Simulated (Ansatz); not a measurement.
# Sc (P6_3/mmc) in Ansatz: further runs

Runs on Sc. Level: LDA. Tasks: single point, equation of state.

Program: Ansatz 0.2.0. These are calculated values, not measurements. Logs are shortened: lines on timing, memory, paths and dates and some standing lists are left out, and cuts for length are marked.

## 1. The crystal as given

The structure is hexagonal, space group P6_3/mmc (No. 194). The conventional cell has a = 3.309 Å, b = 3.309 Å, c = 5.273 Å, α = 90.00°, β = 90.00°, γ = 120.00°. Sc (site symmetry -6m2) is surrounded by 12 Sc at 3.26 to 3.31 Å.

## 2. Single point, LDA, 23.50 Å³/atom (volume scaled by 0.94)

input.yaml

```yaml
crystal:
  lattice:
    - [3.2414504337, 0.0, 0.0]
    - [-1.6207252169, 2.8071784207, 0.0]
    - [0.0, 0.0, 5.1656514271]
  atoms:
    - { symbol: Sc, position: [0.6666666667, 0.3333333333, 0.75] }
    - { symbol: Sc, position: [0.3333333333, 0.6666666667, 0.25] }
hamiltonian:
  xc: lda
  pseudopotentials: { kind: paw }
kpoints:
  mp_grid: { grid: [9, 9, 5] }
scf:
  occupations: { method: fermi_dirac, width: 0.05 }
output:
  forces: true
  stress: true
  eigenvalues: true
```

Potentials or basis: Ansatz PAW.

Command:

```
$ ansatz run input.yaml --threads 2 --pin off --max-ram 5632MiB --backend cpu --events-out ev --progress --plain --runs-dir out
```

The program printed:

```text
Warning: RAYON_NUM_THREADS=2 ignored (pool sized by the plan → 2); use --threads N
Engine: ansatz 0.2.0, aarch64-unknown-linux-gnu
Pseudopotentials: kind: paw
Pseudopotential: Sc, paw, valence charge 11, recommended cutoff 420 eV (normal), Sc.paw.azcp
Functional definition: SPW92
  exchange = slater_x
  correlation = pw_c
Crystal: 2 atoms, lattice volume = 47.004 Å³
Basis set: ecut = 420 eV, 941 PW (Γ)
Bands: 15, of which v1, the nominal top of the filled ones, is band 11 counted from 1 (10 counted from 0)
Symmetry: 24 space group operations
Space group: P63/mmc (ITA 194), of the structure as read, at distance tolerance 3.6e-5 Å
k-points: 36 of 405
Non-local potential: Sc, projectors of the file, l = 0: 3, l = 1: 2, l = 2: 3, l = 3: 1
PAW form: soft (Blöchl's): semilocal exchange-correlation on the pseudo side does not see the compensation charge
PAW frozen core: Sc, regenerated for the run's functional, and the local potential with it (the file was generated under x = pbe(κ = 0.804, μ = 0.2195149727645171), c = pbe(β = 0.06672455060314922))
PAW one-centre angular grid: Sc, 590 points (default); XC on 64 Gauss nodes
Initial density: superposition of atomic densities (neutral atoms: chi_scale 0, normalization atom), corrected by the library's trained network
Initial wavefunctions: pseudopotential atomic-orbital guess
Functional: x = slater, c = lda
SCF iter   1: F=—  HF=-4178.022485 eV  |F-HF|=—  |Δ(HF+E_count)|=         —  Δρ=4.58e-3  dr2=4.80e-3  ethr=1.77e-3  ⟨swp⟩=3.7  Hψ=2326  notcnv=0
preconditioner: auto → none  [metal: Δε(μ)=0.028 eV  Ē_g=2.507 eV  σ=0.050 eV  W_gap=0.14  n_scr=8 (ndim 8)  ℏωp=13.3 eV  f_vac=0.000  D(μ)=4.33/eV (n_scr^D=54)  sad-step TF]
SCF iter   2: F=—  HF=-4178.021764 eV  |F-HF|=—  |Δ(HF+E_count)|=   7.21e-4  Δρ=2.49e-3  dr2=1.39e-3  ethr=2.18e-5  ⟨swp⟩=2.4  Hψ=1016  notcnv=0
SCF iter   3: F=—  HF=-4178.021958 eV  |F-HF|=—  |Δ(HF+E_count)|=   1.94e-4  Δρ=3.36e-4  dr2=2.86e-5  ethr=6.32e-6  ⟨swp⟩=1.6  Hψ=594  notcnv=0
SCF iter   4: F=—  HF=-4178.021954 eV  |F-HF|=—  |Δ(HF+E_count)|=   4.31e-6  Δρ=2.78e-5  dr2=3.04e-7  ethr=1.30e-7  ⟨swp⟩=2.9  Hψ=974  notcnv=0
iter 5 did not close the SCF: its close was put off for the readings that it lacked (scf_convergence_deferred on its scf_iter line)
SCF iter   5: F=-4178.021954 eV  HF=-4178.021954 eV  |F-HF|=3.59e-10  |Δ(HF+E_count)|=   5.16e-8  Δρ=5.14e-6  dr2=7.09e-9  ethr=1.38e-9  ⟨swp⟩=2.7  Hψ=891  notcnv=0
SCF iter   6: F=-4178.021954 eV  HF=-4178.021954 eV  |F-HF|=2.82e-11  |Δ(HF+E_count)|=   2.27e-9  Δρ=5.54e-7  dr2=1.04e-10  ethr=3.22e-11  ⟨swp⟩=1.2  Hψ=1655  notcnv=0
SCF 1 converged in 6 iterations: F = -4178.021954 eV  dr2 = 1.04e-10
SCF converged after 6 iterations
Free energy (F): -4178.021954 eV
Harris-Foulkes:  -4178.021954 eV  (|F-HF|=2.82e-11)
Internal energy: -4177.987010 eV  (E = F + TS)
E sigma→0 (E₀):  -4178.004482 eV
Entropy (-TS):   -0.034944 eV (-17.472 meV/atom)
Fermi energy:    9.534608 eV
--- Per-component energies (eV) ---
  E_band       = -324.841577
  E_kinetic    = 521.317788
  E_local      = -1653.783346  (includes V_loc(G=0)·N_el)
  E_nonlocal   = 174.240710
  E_hartree    = 562.199484
  E_xc         = -205.811283
  E_vxc        = -256.540836  (∫ρ·V_xc dr)
  E_paw        = -1820.112512  (= ΣΔE_a)
  E_vpaw       = -234.474417  (= ΣTr[D̂ρ^β])
  E_aug_tail   = 0.000018  (compensation charges beyond the density's cutoff)
  E_ewald      = -1756.647714
  E_core_change = 0.609846  (= ΣΔE_core)
  E_smearing   = -0.034944  (= −TS)
  E_closure    = -0.000000  (closes the sum)
  Σ components = -4178.021954   (vs F -4178.021954, Δ=0.00e0)
--- Forces (eV/Å), atoms counted from 1 ---
  atom   1  Sc     0.00000000     0.00000000     0.00000000
  atom   2  Sc    -0.00000000     0.00000000     0.00000000
  max |Σ_I F_I| component: 3.70e-17 eV/Å
--- Stress (GPa, compression-positive) ---
       -1.650092      -0.000000       0.000000
       -0.000000      -1.650092       0.000000
        0.000000       0.000000      -3.663951
  P = ⅓ Tr σ = -2.3214 GPa (-23.214 kbar)
--- Band table (eV; the first three rows and the last of 36) ---
  k-point 0: bands = ["-39.2650", "-39.1812", "-18.4077", "-17.9943", "-17.9943", "-17.9234", "-17.9234", "-17.9040", "4.3667", "7.7853", "10.1724", "11.1493", "11.1493", "11.2730", "11.5914"]
  k-point 1: bands = ["-39.2571", "-39.1893", "-18.3612", "-17.9875", "-17.9875", "-17.9538", "-17.9302", "-17.9302", "4.6388", "7.4334", "10.0739", "11.0591", "11.0591", "11.0969", "11.4481"]
  k-point 2: bands = ["-39.2362", "-39.2103", "-18.2381", "-18.0825", "-17.9699", "-17.9699", "-17.9480", "-17.9480", "5.4015", "6.4704", "10.2210", "10.6633", "11.0299", "11.0299", "11.1867"]
  k-point 35: bands = ["-39.1716", "-39.1716", "-18.2963", "-18.2963", "-18.2168", "-18.1676", "-17.9985", "-17.9985", "9.1074", "9.1234", "9.2750", "9.2750", "9.9599", "9.9599", "11.7536"]
```

Run time: 0.82 s. Hardware: 2 threads of Arm Neoverse V1, shared host; peak memory 0.3 GiB.

What came out:

| Item | Value |
| --- | --- |
| Free energy | -4178.0220 eV |
| Pressure | -2.3 GPa |
| Band gap on the k mesh | none (metal or under the smearing width) |

Caveat: the PAW data sets come from PBE, with cores solved anew for the run's functional, which leaves a small shift of forces and pressure.

## 3. Single point, LDA, 24.00 Å³/atom (volume scaled by 0.96)

Changes to input.yaml since step 2:

```diff
@@ -2,5 +2,5 @@
   lattice:
-    - [3.2414504337, 0.0, 0.0]
-    - [-1.6207252169, 2.8071784207, 0.0]
-    - [0.0, 0.0, 5.1656514271]
+    - [3.2642783016, 0.0, 0.0]
+    - [-1.6321391508, 2.8269479342, 0.0]
+    - [0.0, 0.0, 5.2020304526]
   atoms:
```

Potentials or basis: Ansatz PAW.

Command:

```
$ ansatz run input.yaml --threads 2 --pin off --max-ram 5632MiB --backend cpu --events-out ev --progress --plain --runs-dir out
```

Wall time 0.84 s (2 threads of Arm Neoverse V1, shared host); peak memory 0.3 GiB.

The run converged. Its results:

| Item | Value |
| --- | --- |
| Free energy | -4178.0040 eV |
| Pressure | -3.4 GPa |
| Band gap on the k mesh | none (metal or under the smearing width) |

Caveat: the PAW data sets come from PBE, with cores solved anew for the run's functional, which leaves a small shift of forces and pressure.

## 4. Single point, LDA, 24.50 Å³/atom (volume scaled by 0.98)

Changes to input.yaml since step 3:

```diff
@@ -2,5 +2,5 @@
   lattice:
-    - [3.2642783016, 0.0, 0.0]
-    - [-1.6321391508, 2.8269479342, 0.0]
-    - [0.0, 0.0, 5.2020304526]
+    - [3.2867912771, 0.0, 0.0]
+    - [-1.6433956386, 2.8464447429, 0.0]
+    - [0.0, 0.0, 5.2379076584]
   atoms:
@@ -19 +19,5 @@
   eigenvalues: true
+  write_density: true
+  write_potential: true
+  elf: true
+  volumetric_format: npy
```

Command:

```
$ ansatz run input.yaml --threads 2 --pin off --max-ram 5632MiB --backend cpu --events-out ev --progress --plain --runs-dir out
```

Run time: 1.1 s. Hardware: 2 threads of Arm Neoverse V1, shared host; peak memory 0.31 GiB.

The run converged. Its results:

| Item | Value |
| --- | --- |
| Free energy | -4177.9796 eV |
| Pressure | -4.4 GPa |
| Band gap on the k mesh | none (metal or under the smearing width) |

Caveat: the PAW data sets come from PBE, with cores solved anew for the run's functional, which leaves a small shift of forces and pressure.

## 5. Single point, LDA, 25.00 Å³/atom

Changes to input.yaml since step 4:

```diff
@@ -2,5 +2,5 @@
   lattice:
-    - [3.2867912771, 0.0, 0.0]
-    - [-1.6433956386, 2.8464447429, 0.0]
-    - [0.0, 0.0, 5.2379076584]
+    - [3.309, 0.0, 0.0]
+    - [-1.6545, 2.8656780611, 0.0]
+    - [0.0, 0.0, 5.2733]
   atoms:
@@ -19,5 +19 @@
   eigenvalues: true
-  write_density: true
-  write_potential: true
-  elf: true
-  volumetric_format: npy
```

Command:

```
$ ansatz run input.yaml --threads 2 --pin off --max-ram 5632MiB --backend cpu --events-out ev --progress --plain --runs-dir out
```

Wall time 0.84 s (2 threads of Arm Neoverse V1, shared host); peak memory 0.3 GiB.

Results (log left out):

| Quantity | Value |
| --- | --- |
| Free energy | -4177.9493 eV |
| Pressure | -5.3 GPa |
| Band gap on the k mesh | none (metal or under the smearing width) |

Caveat: the PAW data sets come from PBE, with cores solved anew for the run's functional, which leaves a small shift of forces and pressure.

## 6. Single point, LDA, 25.50 Å³/atom (volume scaled by 1.02)

Changes to input.yaml since step 5:

```diff
@@ -2,5 +2,5 @@
   lattice:
-    - [3.309, 0.0, 0.0]
-    - [-1.6545, 2.8656780611, 0.0]
-    - [0.0, 0.0, 5.2733]
+    - [3.3309145459, 0.0, 0.0]
+    - [-1.665457273, 2.8846566146, 0.0]
+    - [0.0, 0.0, 5.3082235343]
   atoms:
```

Potentials or basis: Ansatz PAW.

Command:

```
$ ansatz run input.yaml --threads 2 --pin off --max-ram 5632MiB --backend cpu --events-out ev --progress --plain --runs-dir out
```

Run time: 0.82 s. Hardware: 2 threads of Arm Neoverse V1, shared host; peak memory 0.31 GiB.

Results (log left out):

```
Free energy            : -4177.9137 eV
Pressure               : -6.1 GPa
Band gap on the k mesh : none (metal or under the smearing width)
```

Caveat: the PAW data sets come from PBE, with cores solved anew for the run's functional, which leaves a small shift of forces and pressure.

## 7. Single point, LDA, 26.00 Å³/atom (volume scaled by 1.04)

Changes to input.yaml since step 6:

```diff
@@ -2,5 +2,5 @@
   lattice:
-    - [3.3309145459, 0.0, 0.0]
-    - [-1.665457273, 2.8846566146, 0.0]
-    - [0.0, 0.0, 5.3082235343]
+    - [3.3525444672, 0.0, 0.0]
+    - [-1.6762722336, 2.9033886759, 0.0]
+    - [0.0, 0.0, 5.3426934842]
   atoms:
```

Command:

```
$ ansatz run input.yaml --threads 2 --pin off --max-ram 5632MiB --backend cpu --events-out ev --progress --plain --runs-dir out
```

Wall time 0.83 s (2 threads of Arm Neoverse V1, shared host); peak memory 0.31 GiB.

Results (log left out):

```yaml
Free_energy: -4177.8731 eV
Pressure: -6.9 GPa
Band_gap_on_the_k_mesh: none (metal or under the smearing width)
```

Caveat: the PAW data sets come from PBE, with cores solved anew for the run's functional, which leaves a small shift of forces and pressure.

## 8. Single point, LDA, 26.50 Å³/atom (volume scaled by 1.06)

Changes to input.yaml since step 7:

```diff
@@ -2,5 +2,5 @@
   lattice:
-    - [3.3525444672, 0.0, 0.0]
-    - [-1.6762722336, 2.9033886759, 0.0]
-    - [0.0, 0.0, 5.3426934842]
+    - [3.3738988294, 0.0, 0.0]
+    - [-1.6869494147, 2.921882096, 0.0]
+    - [0.0, 0.0, 5.3767242965]
   atoms:
```

Command:

```
$ ansatz run input.yaml --threads 2 --pin off --max-ram 5632MiB --backend cpu --events-out ev --progress --plain --runs-dir out
```

Wall time 0.83 s (2 threads of Arm Neoverse V1, shared host); peak memory 0.31 GiB.

Results (log left out):

| Property | Result |
| --- | --- |
| Free energy | -4177.8282 eV |
| Pressure | -7.5 GPa |
| Band gap on the k mesh | none (metal or under the smearing width) |

Caveat: the PAW data sets come from PBE, with cores solved anew for the run's functional, which leaves a small shift of forces and pressure.

## 9. Equation of state, LDA

Potentials or basis: Ansatz PAW.

No new run: the results of the series are fitted here.

What came out:

- Equilibrium volume: 22.57 Å³/atom (rough: see the caveat)
- Bulk modulus at fixed shape and positions: 62 GPa (rough)

Energy against volume, from the lowest point:
```tsv
volume (Å³/atom)	energy (meV/atom)
23.502	0.00
24.002	8.97
24.502	21.17
25.002	36.32
25.502	54.15
26.002	74.41
26.502	96.88
```

Caveat: the minimum lies outside the volumes run; the cell was scaled at fixed shape and fractional positions, which overstates the stiffness of a crystal with free parameters, most of all of layers and chains.
